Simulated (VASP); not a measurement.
## VASP 6.6.1 run: CdS

INCAR

```
ISIF = 2
IBRION = -1
ISMEAR = -1
EDIFF = 1E-7
SIGMA = 0.02
NSW = 0
LASPH = .TRUE.
ENCUT = 520
NBANDS = 16
GGA = PE
PREC = Accurate
NELM = 94
LWAVE = .FALSE.
LREAL = .FALSE.
LCHARG = .FALSE.
```

KPOINTS

```
KPOINTS created by Atomic Simulation Environment
0
Monkhorst-Pack
8 8 8
0 0 0
```

POSCAR

```
Cd S
 1.0000000000000000
     0.0000000000000000    2.8804305461999999    2.8804305461999999
     2.8804305461999999    0.0000000000000000    2.8804305461999999
     2.8804305461999999    2.8804305461999999    0.0000000000000000
 Cd  S
   1   1
Cartesian
  0.0000000000000000  0.0000000000000000  0.0000000000000000
  1.4402152731000000  1.4402152731000000  1.4402152731000000
```

The recommended PBE PAW datasets give the neutral cell 18 valence electrons.

Command

```
mpirun -np 1 vasp_std
```

OSZICAR

```
N       E                     dE             d eps       ncg     rms          rms(c)
DAV:   1     0.108678853831E+03    0.10868E+03   -0.91021E+03  1968   0.103E+03
DAV:   2    -0.253440147755E+01   -0.11121E+03   -0.10566E+03  2360   0.256E+02
DAV:   3    -0.658561906457E+01   -0.40512E+01   -0.40443E+01  2376   0.507E+01
DAV:   4    -0.660979982664E+01   -0.24181E-01   -0.24178E-01  2392   0.389E+00
DAV:   5    -0.661011544807E+01   -0.31562E-03   -0.31562E-03  2400   0.420E-01    0.883E+00
DAV:   6    -0.609029120707E+01    0.51982E+00   -0.81514E-01  2976   0.119E+01    0.697E+00
DAV:   7    -0.606949283403E+01    0.20798E-01   -0.20994E-01  2488   0.315E+00    0.329E+00
DAV:   8    -0.606980023892E+01   -0.30740E-03   -0.19938E-02  2400   0.183E+00    0.343E-01
DAV:   9    -0.606970245574E+01    0.97783E-04   -0.23004E-03  2288   0.741E-01    0.585E-02
DAV:  10    -0.606980370030E+01   -0.10124E-03   -0.24486E-04  2488   0.174E-01    0.612E-02
DAV:  11    -0.606987821084E+01   -0.74511E-04   -0.11137E-04  2288   0.878E-02    0.187E-02
DAV:  12    -0.606987243341E+01    0.57774E-05   -0.24717E-05  2640   0.676E-02    0.102E-02
DAV:  13    -0.606987351076E+01   -0.10773E-05   -0.37989E-06  2280   0.146E-02    0.111E-02
DAV:  14    -0.606987335823E+01    0.15253E-06   -0.21470E-07  2472   0.284E-03    0.451E-03
DAV:  15    -0.606987335662E+01    0.16089E-08   -0.79682E-09  1592   0.707E-04
   1 F= -.60698734E+01 E0= -.60698734E+01  d E =-.573757E-11
```

From OUTCAR

```
k-points           NKPTS =     60   k-points in BZ     NKDIM =     60   number of bands    NBANDS=     16

   NELECT =      18.0000    total number of electrons

   dimension x,y,z NGX =    30 NGY =   30 NGZ =   30
   dimension x,y,z NGXF=    60 NGYF=   60 NGZF=   60

  energy-cutoff  :      520.00
  volume of cell :       47.80
      direct lattice vectors                 reciprocal lattice vectors
     0.000000000  2.880430546  2.880430546    -0.173585161  0.173585161  0.173585161
     2.880430546  0.000000000  2.880430546     0.173585161 -0.173585161  0.173585161
     2.880430546  2.880430546  0.000000000     0.173585161  0.173585161 -0.173585161

 k-points in reciprocal lattice and weights: KPOINTS created by Atomic Simulation Env
   0.06250000  0.06250000  0.06250000       0.004
   0.18750000  0.06250000  0.06250000       0.012
   0.31250000  0.06250000  0.06250000       0.012
   0.43750000  0.06250000  0.06250000       0.012
  -0.43750000  0.06250000  0.06250000       0.012
  -0.31250000  0.06250000  0.06250000       0.012
  -0.18750000  0.06250000  0.06250000       0.012
  -0.06250000  0.06250000  0.06250000       0.012
   ...

 E-fermi :   2.0272

 k-point     1 :       0.0625    0.0625    0.0625
  band No.  band energies     occupation
      1     -10.9469      2.00000
      2      -6.2235      2.00000
      3      -6.2235      2.00000
      4      -6.2171      2.00000
      5      -5.6974      2.00000
      6      -5.6974      2.00000
      7       1.2815      2.00000
      8       1.6087      2.00000
      9       1.6087      2.00000
     10       3.1863      0.00000
     11       8.0953      0.00000
     12       8.2359      0.00000
     13       8.2359      0.00000
     14      12.9505      0.00000
     15      12.9505      0.00000
     16      13.5234      0.00000

 k-point     2 :       0.1875    0.0625    0.0625
  band No.  band energies     occupation
      1     -10.8605      2.00000
      2      -6.1969      2.00000
      3      -6.1831      2.00000
      4      -6.1449      2.00000
      5      -5.7068      2.00000
      6      -5.6896      2.00000
      7       0.2720      2.00000
      8       1.2614      2.00000
      9       1.5192      2.00000
     10       4.0289      0.00000
     11       7.7992      0.00000
     12       8.4309      0.00000
     13       8.5851      0.00000
     14      12.0759      0.00000
     15      12.6235      0.00000
     16      14.1115      0.00000

 k-point     3 :       0.3125    0.0625    0.0625
  band No.  band energies     occupation
      1     -10.6925      2.00000
      2      -6.1421      2.00000
      3      -6.1300      2.00000
      4      -5.9136      2.00000
      5      -5.7035      2.00000
      6      -5.6723      2.00000
      7      -1.1974      2.00000
      8       0.9064      2.00000
      9       1.2321      2.00000
     10       4.7377      0.00000
     11       7.9973      0.00000
     12       8.7218      0.00000
     13       8.7304      0.00000
     14      11.9750      0.00000
     15      12.7543      0.00000
     16      13.3894      0.00000

 ...

  Total        1.7745597      1.7745597      1.7745597      0.0000000      0.0000000     -0.0000000
  in kB       59.4838373     59.4838373     59.4838373      0.0000000      0.0000000     -0.0000000
  external PRESSURE =      59.4838373 kB  Pullay stress =       0.0000000 kB

 POSITION                                       TOTAL-FORCE (eV/Angst)
 -----------------------------------------------------------------------------------
      0.00000      0.00000      0.00000        -0.000000     -0.000000     -0.000000
      1.44022      1.44022      1.44022         0.000000      0.000000      0.000000
 -----------------------------------------------------------------------------------
    total drift:                               -0.000001     -0.000001     -0.000001

  FREE ENERGIE OF THE ION-ELECTRON SYSTEM (eV)
  ---------------------------------------------------
  free  energy   TOTEN  =        -6.0698733566 eV

  energy  without entropy=       -6.0698733566  energy(sigma->0) =       -6.06987336
```

It converged. Results: gap between bands v and c on the k mesh 1.58 eV; least direct gap on the k mesh 1.58 eV; pressure 5.9 GPa. Band v is the last that the valence electrons fill when counted band by band, and c is the next.

The shifted mesh misses Γ, so a band edge there is missed.

For comparison, a separate PBE run of the intended cell, on usual settings and not on those above, gives a gap of 1.23 eV on its mesh and a pressure of 5.9 GPa.

The run above took about 34 s on one core of a shared host (Intel Xeon Platinum 8488C) and held 0.19 GiB at most.
